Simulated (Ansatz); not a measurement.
The system is TePt.

```
Te Pt
1.0
     0.00000    2.87303    2.87303
     2.87303    0.00000    2.87303
     2.87303    2.87303    0.00000
Te Pt
1 1
Direct
  0.75000 0.75000 0.75000
  0.00000 0.00000 0.00000
```

The cell was built by a generator and needn't be a form met in nature.

- Program: Ansatz 0.2.0
- Task: relaxation of cell and atoms
- Functional: BLYP
- Dispersion: D3(BJ)
- Potentials or basis: Ansatz PAW
- Cutoff: 420 eV (not typed: the program's choice for these potentials)
- k mesh: 8 × 8 × 8
- Occupations: fermi-dirac, width 0.05 eV
- Spin: no spin polarisation

At the start: volume 23.71 Å³/atom.

How do energy, volume and symmetry change on relaxing?

It ends after 5 steps and the volume is 26.75 Å³/atom (+12.8 %); space group F-43m (No. 216, to 0.05 Å).

Step by step:
```
step  energy change (eV)  largest force (eV/Å)  volume (Å³)
   1              0.0000                0.0000        47.43
   2             -0.2458                0.0000        54.71
   3             -0.2536                0.0000        53.75
   4             -0.2540                0.0000        53.49
   5             -0.2554                0.0000        53.49
```

Final structure:
```yaml
crystal:
  lattice:
    - [0.00000, 2.99056, 2.99056]
    - [2.99056, 0.00000, 2.99056]
    - [2.99056, 2.99056, 0.00000]
  atoms:
    - { symbol: Te, position: [0.75000, 0.75000, 0.75000] }
    - { symbol: Pt, position: [0.00000, 0.00000, 0.00000] }
```

Caveat: the plane-wave basis is chosen anew once the cell has moved, so the energies of steps on either side of that aren't comparable; pairwise dispersion overbinds metals, which lowers pressure and volume; the PAW data sets come from PBE, with cores solved anew for the run's functional, which leaves a small shift of forces and pressure.
